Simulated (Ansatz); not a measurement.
Crystal: GaSb.

```xyz
2
Lattice="-2.7534 2.7534 1.5907 2.7534 -2.7534 1.5907 2.7534 2.7534 -1.5907" Properties=species:S:1:pos:R:3 pbc="T T T"
Sb    0.0000    0.0000    0.0000
Ga    0.0000    2.7534    0.7954
```

Measurements of this composition are mostly on another form, of space group No. 216.

```yaml
Program: Ansatz 0.2.0
Task: relaxation of cell and atoms
Functional: RPBE
Potentials_or_basis: all-electron LAPW, scalar-relativistic
Basis_error_allowed: 0.001 eV/atom
k_mesh: 10 × 10 × 10
Occupations: fermi-dirac, width 0.05 eV
Spin: no spin polarisation
```

At the start: volume 24.12 Å³/atom.

Task: How do energy, volume and symmetry change on relaxing?

Result: Over 5 steps the energy falls by 4.6 meV/atom and the volume is 24.90 Å³/atom (+3.2 %); space group I-4m2 (No. 119, to 0.05 Å).

The path:
```csv
step,energy change (eV),largest force (eV/Å),volume (Å³)
1,0.0000,0.0000,48.24
2,-0.0084,0.0000,50.33
3,-0.0093,0.0000,49.86
4,-0.0093,0.0000,49.80
5,-0.0093,0.0000,49.80
```

Final structure:
```cif
data_structure
_symmetry_space_group_name_H-M 'P 1'
_symmetry_Int_Tables_number 1
_cell_length_a 4.2609
_cell_length_b 4.2609
_cell_length_c 4.2609
_cell_angle_alpha 98.056
_cell_angle_beta 98.056
_cell_angle_gamma 136.032
_cell_volume 49.80
loop_
_atom_site_label
_atom_site_type_symbol
_atom_site_fract_x
_atom_site_fract_y
_atom_site_fract_z
_atom_site_occupancy
Sb1 Sb 0.00000 0.00000 0.00000 1
Ga1 Ga 0.75000 0.25000 0.50000 1
```
